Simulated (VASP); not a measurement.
# BeS (F-43m) in VASP: further runs

The runs below take BeS through relaxation of cell and atoms, with PBEsol, RPBE, revPBE, BLYP.

All numbers are computed with VASP 6.6.1; they aren't measurements. Logs are shortened: lines on timing, memory, paths and dates and some standing lists are left out, and cuts for length are marked.

### 1 The structure

The structure is cubic, space group F-43m (No. 216). Conventional cell: a = 4.850 Å, b = 4.850 Å, c = 4.850 Å, α = 90.00°, β = 90.00°, γ = 90.00°. S (site symmetry -43m) is surrounded by 4 Be at 2.10 Å. Around Be (site symmetry -43m) lie 4 S at 2.10 Å.

### 2 Relaxation of cell and atoms, PBEsol

INCAR reads:

```
  ALGO = Normal
  EDIFF = 1E-6
  EDIFFG = -0.02
  ENCUT = 600
  GGA = PS
  IBRION = 2
  ISIF = 3
  ISMEAR = -1
  LASPH = T
  LCHARG = F
  LREAL = F
  LWAVE = F
  NELM = 100
  NSW = 40
  PREC = Accurate
  SIGMA = 0.05
```

KPOINTS reads:

```
k-points
0
Gamma
  9 9 9
```

POSCAR reads:

```
BeS
1.0
    0.0000000000      2.4250000000      2.4250000000
    2.4250000000      0.0000000000      2.4250000000
    2.4250000000      2.4250000000      0.0000000000
S Be
1 1
Direct
    0.7500000000      0.7500000000      0.7500000000
    0.0000000000      0.0000000000      0.0000000000
```

Potentials or basis: VASP PAW PBE potentials, release 64 (S, Be).

Launch:

```bash
> cat potpaw_PBE.64/S/POTCAR potpaw_PBE.64/Be/POTCAR > POTCAR
> mpirun -np 1 vasp_std > vasp.out
```

OUTCAR:

```text
EDIFF = 1E-6
   EDIFFG = -0.02
   ENCUT = 600
   GGA = PS
   IBRION = 2
   ISIF = 3
   ISMEAR = -1
   LASPH = T
   LREAL = F
   NELM = 100
   NSW = 40
   PREC = Accurate

 ion  position               nearest neighbor table
   1  0.750  0.750  0.750-   2 2.10   2 2.10   2 2.10   2 2.10
   2  0.000  0.000  0.000-   1 2.10   1 2.10   1 2.10   1 2.10

  LATTYP: Found a face centered cubic cell.
 ALAT       =     4.8500000000

  Lattice vectors:

 A1 = (   0.0000000000,   2.4250000000,   2.4250000000)
 A2 = (   2.4250000000,   0.0000000000,   2.4250000000)
 A3 = (   2.4250000000,   2.4250000000,   0.0000000000)

Analysis of symmetry for initial positions (statically):
=====================================================================
 Subroutine PRICEL returns:
 Original cell was already a primitive cell.

 Routine SETGRP: Setting up the symmetry group for a
 face centered cubic supercell.

 Subroutine GETGRP returns: Found 24 space group operations
 (whereof 24 operations were pure point group operations)
 out of a pool of 48 trial point group operations.

The static configuration has the point symmetry T_d .

Analysis of symmetry for dynamics (positions and initial velocities):
=====================================================================
 Subroutine PRICEL returns:
 Original cell was already a primitive cell.

 Routine SETGRP: Setting up the symmetry group for a
 face centered cubic supercell.

 Subroutine GETGRP returns: Found 24 space group operations
 (whereof 24 operations were pure point group operations)
 out of a pool of 48 trial point group operations.

The dynamic configuration has the point symmetry T_d .

 Subroutine INISYM returns: Found 24 space group operations
 (whereof 24 operations are pure point group operations),
 and found     1 'primitive' translations

----------------------------------------------------------------------------------------

                                     Primitive cell

  volume of cell :      28.5210

  direct lattice vectors                    reciprocal lattice vectors
     0.000000000  2.425000000  2.425000000    -0.206185567  0.206185567  0.206185567
     2.425000000  0.000000000  2.425000000     0.206185567 -0.206185567  0.206185567
     2.425000000  2.425000000  0.000000000     0.206185567  0.206185567 -0.206185567

  length of vectors
     3.429467889  3.429467889  3.429467889     0.357123878  0.357123878  0.357123878

  position of ions in fractional coordinates (direct lattice)
     0.750000000  0.750000000  0.750000000
     0.000000000  0.000000000  0.000000000

  ion indices of the primitive-cell ions
   primitive index   ion index
                 1           1
                 2           2

----------------------------------------------------------------------------------------

 KPOINTS: k-points

Automatic generation of k-mesh.
 Grid dimensions read from file:
 generate k-points for:    9    9    9

 Generating k-lattice:

  Cartesian coordinates                     Fractional coordinates (reciprocal lattice)
    -0.022909507  0.022909507  0.022909507     0.111111111  0.000000000  0.000000000
     0.022909507 -0.022909507  0.022909507     0.000000000  0.111111111  0.000000000
     0.022909507  0.022909507 -0.022909507     0.000000000  0.000000000  0.111111111

  Length of vectors
     0.039680431  0.039680431  0.039680431

  Shift w.r.t. Gamma in fractional coordinates (k-lattice)
     0.000000000  0.000000000  0.000000000

 Subroutine IBZKPT returns following result:
 ===========================================

[... 52 lines left out ...]
   NFREE  =      1    steps in history (QN), initial steepest desc. (CG)
   ISIF   =      3    stress and relaxation
   ISYM   =      2    0-nonsym 1-usesym 2-fastsym
   POTIM  = 0.5000    time-step for ionic-motion
   TEBEG  =    0.0;   TEEND  =   0.0 temperature during run
   PSTRESS=    0.0 pullay stress
   NELECT =       8.0000    total number of electrons
   NUPDOWN=      -1.0000    fix difference up-down
   EMIN   =  10.00;   EMAX   =-10.00  energy-range for DOS
   EFERMI =   0.00;   METHOD = LEGACY
   ISMEAR =    -1;   SIGMA  =   0.05  broadening in eV -4-tet -1-fermi 0-gaus
   EFERMI_NEDOS =   21; number of points for ismear=-14 and -15
   IALGO  =     38    algorithm
   IMIX   =      4    mixing-type and parameters
     AMIX     =   0.40;   BMIX     =  1.00
     AMIX_MAG =   1.60;   BMIX_MAG =  1.00
  volume/ion in A,a.u.               =      14.26        96.23
  Fermi-wavevector in a.u.,A,eV,Ry     =   1.071642  2.025110 15.625158  1.148417
  Thomas-Fermi vector in A             =   2.207388
   LORBIT       =      0    0 simple, 1 ext, 2 COOP (PROOUT), +10 PAW based schemes
   GGA     = PS    functional components
   LHFCALC =     F    Hartree Fock is set to
   AEXX    =    0.0000 exact exchange contribution
   IVDW    =     0    specifies the selected vdW correction
   LEPSILON=     F    determine dielectric tensor
   LRPA    =     F    only Hartree local field effects (RPA)
 conjugate gradient relaxation of ions
 non-spin polarized calculation
  energy-cutoff  :      600.00
  volume of cell :       28.52
 maximum number of plane-waves:       963
   NGX = 13   NGY = 13   NGZ = 13

--------------------------------------- Ionic step        1  -------------------------------------------

 number of electron       7.9999999 magnetization

 Free energy of the ion-electron system (eV)
  ---------------------------------------------------
  ext. energy  EPLUGINS =         0.00000000
  ---------------------------------------------------
  free energy    TOTEN  =       -10.56431022 eV

  energy without entropy =      -10.56431022  energy(sigma->0) =      -10.56431022

------------------------ aborting loop because EDIFF is reached ----------------------------------------

  FORCE on cell =-STRESS in cart. coord.  units (eV):
  Direction    XX          YY          ZZ          XY          YZ          ZX
  --------------------------------------------------------------------------------------
  -------------------------------------------------------------------------------------
  Total       -0.0941081     -0.0941081     -0.0941081     -0.0000000     -0.0000000      0.0000000
  in kB       -5.2865512     -5.2865512     -5.2865512     -0.0000000     -0.0000000      0.0000000
  external PRESSURE =      -5.2865512 kB  Pullay stress =       0.0000000 kB

 VOLUME and BASIS-vectors are now :
 -----------------------------------------------------------------------------
  energy-cutoff  :      600.00
  volume of cell :       28.52
      direct lattice vectors                 reciprocal lattice vectors
     0.000000000  2.425000000  2.425000000    -0.206185567  0.206185567  0.206185567
     2.425000000  0.000000000  2.425000000     0.206185567 -0.206185567  0.206185567
     2.425000000  2.425000000  0.000000000     0.206185567  0.206185567 -0.206185567

 POSITION                                       TOTAL-FORCE (eV/Angst)
 -----------------------------------------------------------------------------------
      3.63750      3.63750      3.63750         0.000000      0.000000     -0.000000
      0.00000      0.00000      0.00000        -0.000000     -0.000000      0.000000
 -----------------------------------------------------------------------------------
    total drift:                               -0.000000     -0.000000     -0.000000

  FREE ENERGIE OF THE ION-ELECTRON SYSTEM (eV)
  ---------------------------------------------------
  free  energy   TOTEN  =       -10.5643102207 eV

  energy  without entropy=      -10.5643102207  energy(sigma->0) =      -10.56431022

--------------------------------------- Ionic step        2  -------------------------------------------

 number of electron       7.9999999 magnetization

 Free energy of the ion-electron system (eV)
  ---------------------------------------------------
  ext. energy  EPLUGINS =         0.00000000
  ---------------------------------------------------
  free energy    TOTEN  =       -10.56456203 eV

  energy without entropy =      -10.56456203  energy(sigma->0) =      -10.56456203

 E-fermi :   5.1715     XC(G=0):  -9.9290

 val. band max:        4.2148684454   @ k =   0.0000   0.0000   0.0000
 cond. band min:       7.2260333672   @ k =   0.4444   0.4444   0.0000
 fundamental gap:      3.0111649218
 Fermi energy:         5.1714969516

 k-point     1 :       0.0000    0.0000    0.0000
  band No.  band energies     occupation
      1      -9.5489      2.00000
      2       4.2149      2.00000
      3       4.2149      2.00000
      4       4.2149      2.00000
      5       9.8217      0.00000
      6       9.8217      0.00000
      7       9.8217      0.00000
      8       9.9786      0.00000
[... 243 lines left out ...]
 k-point    24 :       0.4444    0.4444    0.0000
  band No.  band energies     occupation
      1      -7.4394      2.00000
      2      -0.7383      2.00000
      3       1.5727      2.00000
      4       1.5727      2.00000
      5       7.2260      0.00000
      6       9.0898      0.00000
      7      16.5839      0.00000
      8      16.5839      0.00000

 [... further k-points ...]

------------------------ aborting loop because EDIFF is reached ----------------------------------------

  FORCE on cell =-STRESS in cart. coord.  units (eV):
  Direction    XX          YY          ZZ          XY          YZ          ZX
  --------------------------------------------------------------------------------------
  -------------------------------------------------------------------------------------
  Total        0.0224959      0.0224959      0.0224959      0.0000000     -0.0000000     -0.0000000
  in kB        1.2723577      1.2723577      1.2723577      0.0000000     -0.0000000     -0.0000000
  external PRESSURE =       1.2723577 kB  Pullay stress =       0.0000000 kB

 VOLUME and BASIS-vectors are now :
 -----------------------------------------------------------------------------
  energy-cutoff  :      600.00
  volume of cell :       28.33
      direct lattice vectors                 reciprocal lattice vectors
    -0.000000000  2.419495219  2.419495219    -0.206654676  0.206654676  0.206654676
     2.419495219 -0.000000000  2.419495219     0.206654676 -0.206654676  0.206654676
     2.419495219  2.419495219  0.000000000     0.206654676  0.206654676 -0.206654676

 POSITION                                       TOTAL-FORCE (eV/Angst)
 -----------------------------------------------------------------------------------
      3.62924      3.62924      3.62924         0.000000      0.000000      0.000000
      4.83899      2.41950      2.41950        -0.000000     -0.000000     -0.000000
 -----------------------------------------------------------------------------------
    total drift:                                0.000000      0.000000     -0.000000

  FREE ENERGIE OF THE ION-ELECTRON SYSTEM (eV)
  ---------------------------------------------------
  free  energy   TOTEN  =       -10.5645620285 eV

  energy  without entropy=      -10.5645620285  energy(sigma->0) =      -10.56456203

 reached required accuracy - stopping structural energy minimisation
```

Run time: 8.3 s. Hardware: 1 thread of Intel Xeon Platinum 8488C (Sapphire Rapids), shared host; peak memory 0.14 GiB.

Results:

| Property | Result |
| --- | --- |
| Free energy | -10.5646 eV |
| Relaxed volume | 14.16 Å³/atom |
| Relaxed cell | a = 3.422 Å, b = 3.422 Å, c = 3.422 Å, α = 60.00°, β = 60.00°, γ = 60.00° |
| Space group after relaxing (to 0.05 Å) | F-43m (No. 216) |
| Energy gained by relaxing | 0.1 meV/atom |
| Ionic steps | 2 |
| Pressure after relaxing | 0.1 GPa |
| Band gap on the k mesh | 3.01 eV, indirect (least direct gap 5.61 eV) |

The path:
| step | energy change (eV) | largest force (eV/Å) | pressure (GPa) | volume (Å³) |
| --- | --- | --- | --- | --- |
| 1 | 0.0000 | 0.0000 | -0.53 | 28.52 |
| 2 | -0.0003 | 0.0000 | 0.13 | 28.33 |

Final structure:
```xyz
2
Lattice="0.0000 2.4195 2.4195 2.4195 0.0000 2.4195 2.4195 2.4195 0.0000" Properties=species:S:1:pos:R:3 pbc="T T T"
S     3.6292    3.6292    3.6292
Be    4.8390    2.4195    2.4195
```

Levels at points of the mesh, in eV from the valence-band top:
```
           k point  band 2  band 3  band 4  band 5  band 6  band 7
(0.00, 0.00, 0.00)    0.00    0.00    0.00    5.61    5.61    5.61
```

Caveat: the PAW data sets were made with another functional, which shifts forces and pressure a little; an odd mesh through Γ misses points on the zone boundary, where band edges often lie.

### 3 Relaxation of cell and atoms, RPBE

INCAR, as its differences from that of step 2:

```diff
@@ -4,3 +4,3 @@
   ENCUT = 600
-  GGA = PS
+  GGA = RP
   IBRION = 2
```

KPOINTS is that of step 2.

POSCAR is that of step 2.

Potentials or basis: VASP PAW PBE potentials, release 64 (S, Be).

Launch:

```bash
> cat potpaw_PBE.64/S/POTCAR potpaw_PBE.64/Be/POTCAR > POTCAR
> mpirun -np 1 vasp_std > vasp.out
```

OUTCAR:

```text
EDIFF = 1E-6
   EDIFFG = -0.02
   ENCUT = 600
   GGA = RP
   IBRION = 2
   ISIF = 3
   ISMEAR = -1
   LASPH = T
   LREAL = F
   NELM = 100
   NSW = 40
   PREC = Accurate

 ion  position               nearest neighbor table
   1  0.750  0.750  0.750-   2 2.10   2 2.10   2 2.10   2 2.10
   2  0.000  0.000  0.000-   1 2.10   1 2.10   1 2.10   1 2.10

  LATTYP: Found a face centered cubic cell.
 ALAT       =     4.8500000000

  Lattice vectors:

 A1 = (   0.0000000000,   2.4250000000,   2.4250000000)
 A2 = (   2.4250000000,   0.0000000000,   2.4250000000)
 A3 = (   2.4250000000,   2.4250000000,   0.0000000000)

Analysis of symmetry for initial positions (statically):
=====================================================================
 Subroutine PRICEL returns:
 Original cell was already a primitive cell.

 Routine SETGRP: Setting up the symmetry group for a
 face centered cubic supercell.

 Subroutine GETGRP returns: Found 24 space group operations
 (whereof 24 operations were pure point group operations)
 out of a pool of 48 trial point group operations.

The static configuration has the point symmetry T_d .

Analysis of symmetry for dynamics (positions and initial velocities):
=====================================================================
 Subroutine PRICEL returns:
 Original cell was already a primitive cell.

 Routine SETGRP: Setting up the symmetry group for a
 face centered cubic supercell.

 Subroutine GETGRP returns: Found 24 space group operations
 (whereof 24 operations were pure point group operations)
 out of a pool of 48 trial point group operations.

The dynamic configuration has the point symmetry T_d .

 Subroutine INISYM returns: Found 24 space group operations
 (whereof 24 operations are pure point group operations),
 and found     1 'primitive' translations

[... 131 lines left out ...]

--------------------------------------- Ionic step        1  -------------------------------------------

 number of electron       7.9999999 magnetization

 Free energy of the ion-electron system (eV)
  ---------------------------------------------------
  ext. energy  EPLUGINS =         0.00000000
  ---------------------------------------------------
  free energy    TOTEN  =        -9.40742569 eV

  energy without entropy =       -9.40742569  energy(sigma->0) =       -9.40742569

------------------------ aborting loop because EDIFF is reached ----------------------------------------

  FORCE on cell =-STRESS in cart. coord.  units (eV):
  Direction    XX          YY          ZZ          XY          YZ          ZX
  --------------------------------------------------------------------------------------
  -------------------------------------------------------------------------------------
  Total        0.6944419      0.6944419      0.6944419     -0.0000000     -0.0000000     -0.0000000
  in kB       39.0104807     39.0104807     39.0104807     -0.0000000     -0.0000000     -0.0000000
  external PRESSURE =      39.0104807 kB  Pullay stress =       0.0000000 kB
[... 59 lines left out ...]
--------------------------------------- Ionic step        3  -------------------------------------------

 number of electron       7.9999999 magnetization

 Free energy of the ion-electron system (eV)
  ---------------------------------------------------
  ext. energy  EPLUGINS =         0.00000000
  ---------------------------------------------------
  free energy    TOTEN  =        -9.42140535 eV

  energy without entropy =       -9.42140535  energy(sigma->0) =       -9.42140535

 E-fermi :   4.8047     XC(G=0):  -9.4301

 val. band max:        3.8375100145   @ k =   0.0000   0.0000   0.0000
 cond. band min:       7.2402426915   @ k =   0.4444   0.4444   0.0000
 fundamental gap:      3.4027326770
 Fermi energy:         4.8047437829

 k-point     1 :       0.0000    0.0000    0.0000
  band No.  band energies     occupation
      1      -9.5769      2.00000
      2       3.8375      2.00000
      3       3.8375      2.00000
      4       3.8375      2.00000
      5       9.5336      0.00000
      6       9.5736      0.00000
      7       9.5736      0.00000
      8       9.5736      0.00000
[... 243 lines left out ...]
 k-point    24 :       0.4444    0.4444    0.0000
  band No.  band energies     occupation
      1      -7.6662      2.00000
      2      -0.8230      2.00000
      3       1.4022      2.00000
      4       1.4022      2.00000
      5       7.2402      0.00000
      6       8.9163      0.00000
      7      15.9710      0.00000
      8      15.9710      0.00000

 [... further k-points ...]

------------------------ aborting loop because EDIFF is reached ----------------------------------------

  FORCE on cell =-STRESS in cart. coord.  units (eV):
  Direction    XX          YY          ZZ          XY          YZ          ZX
  --------------------------------------------------------------------------------------
  -------------------------------------------------------------------------------------
  Total        0.0036898      0.0036898      0.0036898     -0.0000000     -0.0000000      0.0000000
  in kB        0.1989876      0.1989876      0.1989876     -0.0000000     -0.0000000      0.0000000
  external PRESSURE =       0.1989876 kB  Pullay stress =       0.0000000 kB
[... 17 lines left out ...]
  FREE ENERGIE OF THE ION-ELECTRON SYSTEM (eV)
  ---------------------------------------------------
  free  energy   TOTEN  =        -9.4214053503 eV

  energy  without entropy=       -9.4214053502  energy(sigma->0) =       -9.42140535

 reached required accuracy - stopping structural energy minimisation
```

CONTCAR:

```text
BeS
   1.00000000000000
    -0.0000000000000000    2.4582207002506169    2.4582207002506169
     2.4582207002506169   -0.0000000000000000    2.4582207002506169
     2.4582207002506169    2.4582207002506169   -0.0000000000000000
  S               Be
     1     1
Direct
     0.7500000000000000    0.7500000000000000    0.7500000000000000
     0.0000000000000000    0.0000000000000000    0.0000000000000000

  0.00000000E+00  0.00000000E+00  0.00000000E+00
  0.00000000E+00  0.00000000E+00  0.00000000E+00
```

Wall time 12 s (1 thread of Intel Xeon Platinum 8488C (Sapphire Rapids), shared host); peak memory 0.15 GiB.

What came out:

| Quantity | Value |
| --- | --- |
| Free energy | -9.4214 eV |
| Relaxed volume | 14.85 Å³/atom |
| Relaxed cell | a = 3.476 Å, b = 3.476 Å, c = 3.476 Å, α = 60.00°, β = 60.00°, γ = 60.00° |
| Space group after relaxing (to 0.05 Å) | F-43m (No. 216) |
| Energy gained by relaxing | 7.0 meV/atom |
| Ionic steps | 3 |
| Pressure after relaxing | 0.0 GPa |
| Band gap on the k mesh | 3.40 eV, indirect (least direct gap 5.70 eV) |

Step by step:
| step | energy change (eV) | largest force (eV/Å) | pressure (GPa) | volume (Å³) |
| --- | --- | --- | --- | --- |
| 1 | 0.0000 | 0.0000 | 3.90 | 28.52 |
| 2 | -0.0133 | 0.0000 | -0.77 | 29.98 |
| 3 | -0.0140 | 0.0000 | 0.02 | 29.71 |

Final structure:
```cif
data_structure
_symmetry_space_group_name_H-M 'P 1'
_symmetry_Int_Tables_number 1
_cell_length_a 3.4764
_cell_length_b 3.4764
_cell_length_c 3.4764
_cell_angle_alpha 60.000
_cell_angle_beta 60.000
_cell_angle_gamma 60.000
_cell_volume 29.71
loop_
_atom_site_label
_atom_site_type_symbol
_atom_site_fract_x
_atom_site_fract_y
_atom_site_fract_z
_atom_site_occupancy
S1 S 0.75000 0.75000 0.75000 1
Be1 Be 0.00000 0.00000 0.00000 1
```

Caveat: the PAW data sets were made with another functional, which shifts forces and pressure a little; an odd mesh through Γ misses points on the zone boundary, where band edges often lie.

[end of part 1 of 2]
